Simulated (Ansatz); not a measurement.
**TiPt3 in Ansatz: the effect of functional**

The system is TiPt3.

```
Pt Ti
1.0
     3.84433    0.00000    0.00000
     0.00000    3.84433    0.00000
     0.00000    0.00000    3.84433
Pt Ti
3 1
Direct
  0.50000 0.50000 0.00000
  0.50000 0.00000 0.50000
  0.00000 0.50000 0.50000
  0.00000 0.00000 0.00000
```

The cell isn't the ideal one: volume scaled by 0.96.

Alike in all runs:

```yaml
Program: Ansatz 0.2.0
Task: single point
Potentials_or_basis: Ansatz PAW
k_mesh: 7 × 7 × 7
Occupations: fermi-dirac, width 0.05 eV
Spin: no spin polarisation
```

```csv
functional,cutoff,pressure (GPa)
LDA,420 eV (not typed: the program's choice for these potentials),6.6
r2SCAN,500 eV (not typed: the program's choice for these potentials),?
PBE,420 eV (not typed: the program's choice for these potentials),22.9
```

Task: What does the run with functional r2SCAN give?

Result: Pressure 17.6 GPa.

Caveats: the PAW data sets come from PBE, with cores solved anew for the run's functional, which leaves a small shift of forces and pressure (some runs).
